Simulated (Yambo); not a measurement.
Here is a Yambo 5.3.0 calculation.

Contents of optics0.in:

```
optics
chi
Chimod= "IP"
% BndsRnXd
 1 | 29 |
%
% LongDrXd
 1 | 0 | 0 |
%
% QpntsRXd
 1 | 1 |
%
% EnRngeXd
 0 | 20 | eV
%
% DmRngeXd
 0.1 | 0.1 | eV
%
ETStpsXd= 200
```

scf.in

```
&CONTROL
  calculation = 'scf'
  prefix = 'pwscf'
  outdir = './tmp'
  pseudo_dir = './pseudo'
/
&SYSTEM
  ibrav = 0
  nat = 2
  ntyp = 2
  ecutwfc = 82
  nbnd = 9
  occupations = 'smearing'
  smearing = 'fd'
  degauss = 0.00367493
  force_symmorphic = .true.
/
&ELECTRONS
  conv_thr = 4d-10
  electron_maxstep = 120
  mixing_beta = 0.5
/
ATOMIC_SPECIES
Si    28.0850 Si.upf
C     12.0110 C.upf
CELL_PARAMETERS angstrom
   0.0000000000    2.1790000000    2.1790000000
   2.1790000000    0.0000000000    2.1790000000
   2.1790000000    2.1790000000    0.0000000000
ATOMIC_POSITIONS crystal
Si     0.0000000000    0.0000000000    0.0000000000
C      0.7500000000    0.7500000000    0.7500000000
K_POINTS automatic
12 12 12 0 0 0
```

The input nscf.in:

```
&CONTROL
  calculation = 'nscf'
  prefix = 'pwscf'
  outdir = './tmp'
  pseudo_dir = './pseudo'
/
&SYSTEM
  ibrav = 0
  nat = 2
  ntyp = 2
  ecutwfc = 82
  nbnd = 34
  occupations = 'fixed'
  force_symmorphic = .true.
/
&ELECTRONS
  conv_thr = 1d-08
  diago_full_acc = .true.
  diago_thr_init = 1d-06
/
ATOMIC_SPECIES
Si    28.0850 Si.upf
C     12.0110 C.upf
CELL_PARAMETERS angstrom
   0.0000000000    2.1790000000    2.1790000000
   2.1790000000    0.0000000000    2.1790000000
   2.1790000000    2.1790000000    0.0000000000
ATOMIC_POSITIONS crystal
Si     0.0000000000    0.0000000000    0.0000000000
C      0.7500000000    0.7500000000    0.7500000000
K_POINTS automatic
12 12 12 0 0 0
```

Potentials or basis: PseudoDojo 0.4.1 SR PBE standard.

Launch:

```console
$ OMP_NUM_THREADS=1 pw.x -in scf.in > scf.out
$ OMP_NUM_THREADS=1 pw.x -in nscf.in > nscf.out
$ cd tmp/pwscf.save; p2y; mv SAVE ../..; cd ../..
$ OMP_NUM_THREADS=1 yambo
$ OMP_NUM_THREADS=1 yambo -F optics0.in -J optics0 -C optics0_out
```

Question: Predict the electronic dielectric constant along the field.

Answer: 7.17.

Question: Predict the band gap on the k mesh, mean-field level.

Answer: 1.36 eV, indirect (least direct gap 4.55 eV).

Dielectric function (along the field direction of the input):
```tsv
energy (eV)	real part	imaginary part
0.30	7.18	0.08
1.31	7.37	0.09
2.31	7.88	0.12
3.32	8.92	0.19
4.42	12.10	0.83
5.43	14.66	5.47
6.43	19.16	15.42
7.54	0.84	8.65
8.54	-7.39	18.50
9.55	-5.17	7.36
10.65	-2.34	4.62
11.66	-3.61	2.71
12.66	-2.20	2.70
13.77	-1.96	1.86
14.77	-1.49	1.26
15.78	-1.47	0.72
16.88	-0.99	0.66
17.89	-0.72	0.52
18.89	-0.63	0.37
20.00	-0.32	0.25
```

Caveat: spectra need much finer meshes, so this one isn't converged; independent-particle spectra lack excitons.

**What was measured.**

“Insight into the structural, elastic and electronic properties of a new orthorhombic 6O-SiC polytype”, 2020, pmc:7200658 quotes, for a bulk crystal of SiC: band gap 2.4 eV (indirect).

A measured gap of SiC is 2.4 eV (indirect; quoted in “Insight into the structural, elastic and electronic properties of a new orthorhombic 6O-SiC polytype”, 2020, pmc:7200658); the calculated 1.36 eV misses it by -1.04 eV. The value is that of PBE on a finite k mesh, which can miss the band edges, without temperature or zero-point motion. Semilocal functionals fall short of measured gaps as a rule.
